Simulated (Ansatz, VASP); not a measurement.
## Cross-check of Si between VASP and Ansatz

One calculation is typed for both programs; each brings its own data sets and cutoff. How far apart do they land?

Calculated with Ansatz 0.2.0; plane waves, with VASP 6.6.1 beside it; zone-centre phonons at LDA.

### Step 1. The structure

Symmetry: R-3m, No. 166, trigonal system. The conventional cell has a = 3.859 Å, b = 3.859 Å, c = 9.307 Å, α = 90.00°, β = 90.00°, γ = 120.00°. Si has 4 Si at 2.34 to 2.35 Å nearest.

Structure file:

```xyz
6
Lattice="3.8591 0.0000 0.0000 -1.9296 3.3421 0.0000 0.0000 0.0000 9.3068" Properties=species:S:1:pos:R:3 pbc="T T T"
Si    0.0000    0.0000    4.6467
Si    1.9296    1.1140    7.7490
Si    0.0000    2.2281    1.5444
Si    0.0000    0.0000    6.9868
Si    1.9296    1.1140    0.7823
Si    0.0000    2.2281    3.8845
```

### Step 2. VASP: zone-centre phonons, LDA

Second derivatives magnify differences that forces hide, and they need a tight electronic threshold.

Lines of VASP's logs that name or quote its potential files are left out, and so is its time.

Input file INCAR:

```
SYSTEM = Si
PREC = Accurate
ENCUT = 500
EDIFF = 1E-08
NELM = 100
ISMEAR = 0
SIGMA = 0.03
LREAL = .FALSE.
ALGO = Normal
GGA = CA
NBANDS = 18
LORBIT = 11
LWAVE = .FALSE.
LCHARG = .FALSE.
KPAR = 8
IBRION = 6
NFREE = 2
POTIM = 0.015
NSW = 1
ISIF = 2
```

Input file POSCAR:

```
Si
1.0
    3.8591089672      0.0000000000      0.0000000000
   -1.9295544835      3.3420864020      0.0000000000
    0.0000000000      0.0000000000      9.3068081828
Si
6
Direct
    0.0000000000      0.0000000000      0.4992810214
    0.6666666700      0.3333333300      0.8326143514
    0.3333333300      0.6666666700      0.1659476914
    0.0000000000      0.0000000000      0.7507189786
    0.6666666700      0.3333333300      0.0840523086
    0.3333333300      0.6666666700      0.4173856486
```

Input file KPOINTS:

```
Automatic mesh
0
Gamma
6 6 4
0 0 0
```

Potentials, in the order of the species: Si (LDA family, release 64).

The run is started by

```sh
$ mpirun -np 8 vasp_std
```

Numbers of over 12 decimals in the logs are rounded to 6 here.

Output:

```text
[banner, memory and clock lines left out]
running    8 mpi-ranks, on    1 nodes
 distrk:  each k-point on    1 cores,    8 groups
 distr:  one band on    1 cores,    1 groups

 POSCAR found type information on POSCAR Si
 POSCAR found :  1 types and       6 ions
|                                                                             |
|           W    W    AA    RRRRR   N    N  II  N    N   GGGG   !!!           |
|           W    W   A  A   R    R  NN   N  II  NN   N  G    G  !!!           |
|           W    W  A    A  R    R  N N  N  II  N N  N  G       !!!           |
|           W WW W  AAAAAA  RRRRR   N  N N  II  N  N N  G  GGG   !            |
|           WW  WW  A    A  R   R   N   NN  II  N   NN  G    G                |
|           W    W  A    A  R    R  N    N  II  N    N   GGGG   !!!           |
|                                                                             |
|     For optimal performance we recommend to set                             |
|       NCORE = 2 up to number-of-cores-per-socket                            |
|     NCORE specifies how many cores store one orbital (NPAR=cpu/NCORE).      |
|     This setting can greatly improve the performance of VASP for DFT.       |
|     The default, NCORE=1 might be grossly inefficient on modern             |
|     multi-core architectures or massively parallel machines. Do your        |
|     Unfortunately you need to use the default for GW and RPA                |
|     calculations (for HF NCORE is supported but not extensively tested      |
|     yet).                                                                   |
|                                                                             |

 LDA part: xc-table for (Slater(with rela. corr.)+CA(PZ))
 , standard interpolation
 POSCAR, INCAR and KPOINTS ok, starting setup
 FFT: planning ... GRIDC
 FFT: planning ... GRID_SOFT
 FFT: planning ... GRID
 WAVECAR not read
 entering main loop
       N       E                     dE             d eps       ncg     rms          rms(c)
DAV:   1     0.481660367646E+02    0.48166E+02   -0.93387E+03   864   0.106E+03
DAV:   2    -0.329571976320E+02   -0.81123E+02   -0.78770E+02  1132   0.151E+02
DAV:   3    -0.364607450651E+02   -0.35035E+01   -0.34892E+01  1156   0.310E+01
DAV:   4    -0.365005563514E+02   -0.39811E-01   -0.39777E-01  1156   0.414E+00
DAV:   5    -0.365013152292E+02   -0.75888E-03   -0.75863E-03  1190   0.520E-01    0.870E+00
DAV:   6    -0.359552340128E+02    0.54608E+00   -0.29409E-01   992   0.235E+00    0.524E+00
DAV:   7    -0.357074679510E+02    0.24777E+00   -0.58261E-01   994   0.335E+00    0.356E-01
DAV:   8    -0.357069450108E+02    0.52294E-03   -0.35629E-02  1006   0.101E+00    0.114E-01
DAV:   9    -0.357068610805E+02    0.83930E-04   -0.94477E-04  1164   0.169E-01    0.967E-02
DAV:  10    -0.357069047958E+02   -0.43715E-04   -0.57044E-05  1062   0.426E-02    0.418E-02
DAV:  11    -0.357069034735E+02    0.13223E-05   -0.66088E-06  1184   0.139E-02    0.720E-03
DAV:  12    -0.357069034890E+02   -0.15538E-07   -0.17261E-07  1196   0.243E-03    0.758E-03
DAV:  13    -0.357069035801E+02   -0.91039E-07   -0.97075E-08  1076   0.179E-03    0.325E-03
DAV:  14    -0.357069035706E+02    0.94431E-08   -0.17267E-08   708   0.740E-04
   1 F= -.35706904E+02 E0= -.35706904E+02  d E =-.545788E-12
[...]
2 F= -.35705468E+02 E0= -.35705468E+02  d E =-.304535E-13
[...]
3 F= -.35705468E+02 E0= -.35705468E+02  d E =-.304253E-13
[...]
4 F= -.35705246E+02 E0= -.35705246E+02  d E =-.101234E-17
 Finite differences progress:
  Degree of freedom:   2/  2
  Displacement:        1/  2
  Total:               3/  4
 bond charge predicted
       N       E                     dE             d eps       ncg     rms          rms(c)
DAV:   1    -0.357048866179E+02    0.35982E-03   -0.21285E-01   864   0.239E+00    0.233E-01
DAV:   2    -0.357054130973E+02   -0.52648E-03   -0.10304E-02  1226   0.647E-01    0.836E-02
DAV:   3    -0.357053187542E+02    0.94343E-04   -0.49714E-04  1236   0.133E-01    0.425E-02
DAV:   4    -0.357052975253E+02    0.21229E-04   -0.89847E-05  1228   0.546E-02    0.195E-02
DAV:   5    -0.357052945336E+02    0.29917E-05   -0.11003E-05  1360   0.220E-02    0.714E-03
DAV:   6    -0.357052944082E+02    0.12537E-06   -0.31539E-06  1164   0.998E-03    0.454E-03
DAV:   7    -0.357052944315E+02   -0.23287E-07   -0.27809E-07  1100   0.275E-03    0.433E-03
DAV:   8    -0.357052944315E+02   -0.11369E-10   -0.29598E-09   738   0.378E-04
   5 F= -.35705294E+02 E0= -.35705294E+02  d E =-.456625E-17
 Finite differences progress:
  Degree of freedom:   2/  2
  Displacement:        2/  2
  Total:               4/  4
```

From OUTCAR (step 2):

```text
ion  position               nearest neighbor table
   1  0.000  0.000  0.499-   4 2.34   6 2.35   6 2.35   6 2.35
   2  0.667  0.333  0.833-   5 2.34   4 2.35   4 2.35   4 2.35
   3  0.333  0.667  0.166-   6 2.34   5 2.35   5 2.35   5 2.35
   4  0.000  0.000  0.751-   1 2.34   2 2.35   2 2.35   2 2.35
   5  0.667  0.333  0.084-   2 2.34   3 2.35   3 2.35   3 2.35
   6  0.333  0.667  0.417-   3 2.34   1 2.35   1 2.35   1 2.35

  LATTYP: Found a hexagonal cell.
 ALAT       =     3.8591089672
 C/A-ratio  =     2.4116469014

 Subroutine GETGRP returns: Found 12 space group operations
 (whereof  6 operations were pure point group operations)

The static configuration has the point symmetry C_3v.
 The point group associated with its full space group is D_3d.

 Found     24 irreducible k-points:

   k-points           NKPTS =     24   k-points in BZ     NKDIM =     24   number of bands    NBANDS=     18

   dimension x,y,z NGX =    28 NGY =   28 NGZ =   70
   dimension x,y,z NGXF=    56 NGYF=   56 NGZF=  140

   ENCUT  =  500.0 eV  36.75 Ry    6.06 a.u.   7.04  7.04 16.97*2*pi/ulx,y,z

   NELECT =      24.0000    total number of electrons

 k-points in reciprocal lattice and weights: Automatic mesh
   0.00000000  0.00000000  0.00000000       0.007
   0.16666667  0.00000000  0.00000000       0.042
   0.33333333  0.00000000  0.00000000       0.042
   0.50000000  0.00000000  0.00000000       0.021
   0.16666667  0.16666667  0.00000000       0.042
   0.33333333  0.16666667  0.00000000       0.083
   0.33333333  0.33333333  0.00000000       0.014
   0.00000000  0.00000000  0.25000000       0.014
   0.16666667  0.00000000  0.25000000       0.042
[...]
0.33333333  0.16666667  0.50000000       0.083
   0.33333333  0.33333333  0.50000000       0.014

 average (electrostatic) potential at core
       1 -84.8956       2 -84.8703       3 -84.8709       4 -84.8753       5 -84.8716
       6 -84.8899

 E-fermi :   6.0716

 k-point     1 :       0.0000    0.0000    0.0000
  band No.  band energies     occupation
    ...
      8       4.7115      2.00000
      9       4.7115      2.00000
     10       5.7216      2.00000
     11       5.7216      2.00000
     12       5.9049      2.00000
     13       7.2642      0.00000
     14       7.2967      0.00000
     15       8.2563      0.00000
     16       8.2563      0.00000
     17       8.3515      0.00000
    ...

 k-point     2 :       0.1667    0.0000    0.0000
  band No.  band energies     occupation
    ...
      8       3.6702      2.00000
      9       3.8778      2.00000
     10       4.6618      2.00000
     11       5.0656      2.00000
     12       5.4100      2.00000
     13       7.6184      0.00000
     14       8.2263      0.00000
     15       8.2699      0.00000
     16       8.8567      0.00000
     17       9.1864      0.00000
    ...

 k-point     3 :       0.3333    0.0000    0.0000
  band No.  band energies     occupation
    ...
      8       2.6765      2.00000
      9       3.1279      2.00000
     10       4.1558      2.00000
     11       4.2848      2.00000
     12       4.2868      2.00000
     13       6.5878      0.00000
     14       7.7669      0.00000
     15       7.8277      0.00000
     16       8.0295      0.00000
     17       9.3690      0.00000
    ...

  FREE ENERGIE OF THE ION-ELECTRON SYSTEM (eV)
  ---------------------------------------------------
  free  energy   TOTEN  =       -35.7052944315 eV

  energy  without entropy=      -35.7052944315  energy(sigma->0) =      -35.70529443

 Eigenvectors and eigenvalues of the dynamical matrix
 ----------------------------------------------------

   1 f  =   15.246469 THz    95.796391 2PiTHz  508.567468 cm-1    63.054301 meV
             X         Y         Z           dx          dy          dz
      0.000000  0.000000  4.646713    -0.000000    0.000000    0.408248
      1.929555  1.114029  7.748982    -0.000000    0.000000    0.408248
     -0.000000  2.228058  1.544443    -0.000000    0.000000    0.408248
      0.000000  0.000000  6.986798     0.000000   -0.000000   -0.408248
      1.929555  1.114029  0.782259     0.000000   -0.000000   -0.408248
     -0.000000  2.228058  3.884528     0.000000   -0.000000   -0.408248

   2 f  =   15.122625 THz    95.018255 2PiTHz  504.436472 cm-1    62.542123 meV
             X         Y         Z           dx          dy          dz
      0.000000  0.000000  4.646713    -0.046284   -0.405616   -0.000000
      1.929555  1.114029  7.748982    -0.046284   -0.405616    0.000000
     -0.000000  2.228058  1.544443    -0.046284   -0.405616    0.000000
      0.000000  0.000000  6.986798     0.046284    0.405616    0.000000
      1.929555  1.114029  0.782259     0.046284    0.405616   -0.000000
     -0.000000  2.228058  3.884528     0.046284    0.405616   -0.000000

   3 f  =   15.122625 THz    95.018255 2PiTHz  504.436471 cm-1    62.542123 meV
             X         Y         Z           dx          dy          dz
      0.000000  0.000000  4.646713     0.405616   -0.046284   -0.000000
      1.929555  1.114029  7.748982     0.405616   -0.046284    0.000000
     -0.000000  2.228058  1.544443     0.405616   -0.046284    0.000000
      0.000000  0.000000  6.986798    -0.405616    0.046284   -0.000000
      1.929555  1.114029  0.782259    -0.405616    0.046284   -0.000000
     -0.000000  2.228058  3.884528    -0.405616    0.046284   -0.000000

   4 f  =   14.479108 THz    90.974921 2PiTHz  482.971068 cm-1    59.880754 meV
             X         Y         Z           dx          dy          dz
      0.000000  0.000000  4.646713    -0.065378   -0.572943    0.000000
      1.929555  1.114029  7.748982     0.035458    0.310741    0.000000
     -0.000000  2.228058  1.544443     0.029919    0.262202    0.000000
      0.000000  0.000000  6.986798    -0.032582   -0.285532   -0.000000
      1.929555  1.114029  0.782259    -0.032874   -0.288094    0.000000
     -0.000000  2.228058  3.884528     0.065456    0.573626   -0.000000

   5 f  =   14.479108 THz    90.974921 2PiTHz  482.971068 cm-1    59.880754 meV
             X         Y         Z           dx          dy          dz
      0.000000  0.000000  4.646713    -0.003198   -0.028024    0.000000
      1.929555  1.114029  7.748982    -0.055020   -0.482171   -0.000000
     -0.000000  2.228058  1.544443     0.058218    0.510195   -0.000000
      0.000000  0.000000  6.986798     0.056771    0.497514   -0.000000
      1.929555  1.114029  0.782259    -0.056602   -0.496035    0.000000
     -0.000000  2.228058  3.884528    -0.000169   -0.001479    0.000000

   6 f  =   14.479108 THz    90.974921 2PiTHz  482.971068 cm-1    59.880754 meV
             X         Y         Z           dx          dy          dz
      0.000000  0.000000  4.646713    -0.572186    0.065291    0.000000
      1.929555  1.114029  7.748982     0.321289   -0.036662   -0.000000
     -0.000000  2.228058  1.544443     0.250897   -0.028629   -0.000000
      0.000000  0.000000  6.986798    -0.296425    0.033825   -0.000000
      1.929555  1.114029  0.782259    -0.277094    0.031619    0.000000
     -0.000000  2.228058  3.884528     0.573519   -0.065443    0.000000

   7 f  =   14.479108 THz    90.974921 2PiTHz  482.971068 cm-1    59.880754 meV
             X         Y         Z           dx          dy          dz
      0.000000  0.000000  4.646713     0.040641   -0.004637    0.000000
      1.929555  1.114029  7.748982     0.475207   -0.054226   -0.000000
     -0.000000  2.228058  1.544443    -0.515848    0.058863   -0.000000
      0.000000  0.000000  6.986798    -0.491102    0.056039   -0.000000
      1.929555  1.114029  0.782259     0.502263   -0.057313    0.000000
     -0.000000  2.228058  3.884528    -0.011161    0.001273   -0.000000

   8 f  =   13.708679 THz    86.134171 2PiTHz  457.272314 cm-1    56.694516 meV
             X         Y         Z           dx          dy          dz
      0.000000  0.000000  4.646713     0.000000   -0.000000    0.094738
      1.929555  1.114029  7.748982    -0.000000   -0.000000    0.445854
     -0.000000  2.228058  1.544443    -0.000000   -0.000000   -0.540592
      0.000000  0.000000  6.986798     0.000000    0.000000   -0.484462
      1.929555  1.114029  0.782259    -0.000000    0.000000   -0.029747
     -0.000000  2.228058  3.884528    -0.000000    0.000000    0.514210

   9 f  =   13.708679 THz    86.134171 2PiTHz  457.272314 cm-1    56.694516 meV
             X         Y         Z           dx          dy          dz
      0.000000  0.000000  4.646713    -0.000000    0.000000   -0.569524
      1.929555  1.114029  7.748982     0.000000    0.000000    0.366808
     -0.000000  2.228058  1.544443     0.000000    0.000000    0.202717
      0.000000  0.000000  6.986798    -0.000000   -0.000000    0.314054
      1.929555  1.114029  0.782259     0.000000   -0.000000   -0.576583
     -0.000000  2.228058  3.884528     0.000000   -0.000000    0.262530

  10 f  =    8.639205 THz    54.281725 2PiTHz  288.172856 cm-1    35.728864 meV
             X         Y         Z           dx          dy          dz
      0.000000  0.000000  4.646713     0.000000    0.000000   -0.094561
      1.929555  1.114029  7.748982     0.000000   -0.000000    0.540529
     -0.000000  2.228058  1.544443     0.000000   -0.000000   -0.445968
      0.000000  0.000000  6.986798     0.000000   -0.000000    0.356845
      1.929555  1.114029  0.782259     0.000000   -0.000000    0.214638
     -0.000000  2.228058  3.884528     0.000000   -0.000000   -0.571483

  11 f  =    8.639205 THz    54.281725 2PiTHz  288.172856 cm-1    35.728864 meV
             X         Y         Z           dx          dy          dz
      0.000000  0.000000  4.646713    -0.000000   -0.000000    0.569554
      1.929555  1.114029  7.748982     0.000000   -0.000000   -0.202885
     -0.000000  2.228058  1.544443     0.000000   -0.000000   -0.366669
      0.000000  0.000000  6.986798     0.000000   -0.000000    0.453867
      1.929555  1.114029  0.782259     0.000000   -0.000000   -0.535970
     -0.000000  2.228058  3.884528    -0.000000   -0.000000    0.082103

  12 f  =    2.996201 THz    18.825687 2PiTHz   99.942512 cm-1    12.391287 meV
             X         Y         Z           dx          dy          dz
      0.000000  0.000000  4.646713    -0.008820   -0.077352   -0.000000
      1.929555  1.114029  7.748982     0.060583    0.530914    0.000000
     -0.000000  2.228058  1.544443    -0.051764   -0.453563    0.000000
      0.000000  0.000000  6.986798     0.061778    0.541382   -0.000000
      1.929555  1.114029  0.782259    -0.049634   -0.434902    0.000000
     -0.000000  2.228058  3.884528    -0.012144   -0.106480    0.000000

  13 f  =    2.996201 THz    18.825687 2PiTHz   99.942512 cm-1    12.391287 meV
             X         Y         Z           dx          dy          dz
      0.000000  0.000000  4.646713     0.064866    0.568388    0.000000
      1.929555  1.114029  7.748982    -0.024787   -0.217206   -0.000000
     -0.000000  2.228058  1.544443    -0.040079   -0.351182   -0.000000
      0.000000  0.000000  6.986798    -0.021638   -0.189615   -0.000000
      1.929555  1.114029  0.782259    -0.042688   -0.374043   -0.000000
     -0.000000  2.228058  3.884528     0.064326    0.563658   -0.000000
    [... 42 further lines ...]
      0.000000  0.000000  6.986798    -0.031193    0.407039    0.003615
      1.929555  1.114029  0.782259    -0.031193    0.407039    0.003615
     -0.000000  2.228058  3.884528    -0.031193    0.407039    0.003615

 ELASTIC MODULI CONTR FROM IONIC RELAXATION (kBar)
 Direction    XX          YY          ZZ          XY          YZ          ZX
 --------------------------------------------------------------------------------
 XX        -248.1339     86.8285    183.9570     -0.0000   -114.0529     -0.0000
 YY          86.8285   -248.1339    183.9570     -0.0000    114.0529      0.0000
 ZZ         183.9570    183.9570   -419.5789      0.0000     -0.0000     -0.0000
 XY          -0.0000     -0.0000      0.0000   -167.4812      0.0000   -114.0529
 YZ        -114.0529    114.0529     -0.0000      0.0000    -77.6688     -0.0000
 ZX          -0.0000      0.0000     -0.0000   -114.0529     -0.0000    -77.6688
 --------------------------------------------------------------------------------

 total charge
# of ion       s       p       d       tot
------------------------------------------
    1        0.757   0.948   0.000   1.706
    2        0.757   0.948   0.000   1.706
    3        0.757   0.948   0.000   1.706
    4        0.757   0.948   0.000   1.706
    5        0.757   0.948   0.000   1.706
    6        0.757   0.948   0.000   1.706
--------------------------------------------------
tot          4.545   5.690   0.000  10.235

[... 3 further parts left out ...]
```

The last energy, forces, stress and levels in OUTCAR belong to the last displaced cell, not to the cell of POSCAR.

(Continued in part 2 of 2.)

[Lines on the potential files, build, host, timing and source positions are cut from VASP's logs without a mark.]

[Logs are printed without paths, hosts, clocks, repeated set-up lines and the standing remarks that a program may print on its own settings, such as how far it seeks lower states.]

[Hosts, paths, dates, database ids (printed as entryN), source tags and the programs' standing remarks are cut or masked in the printed files.]
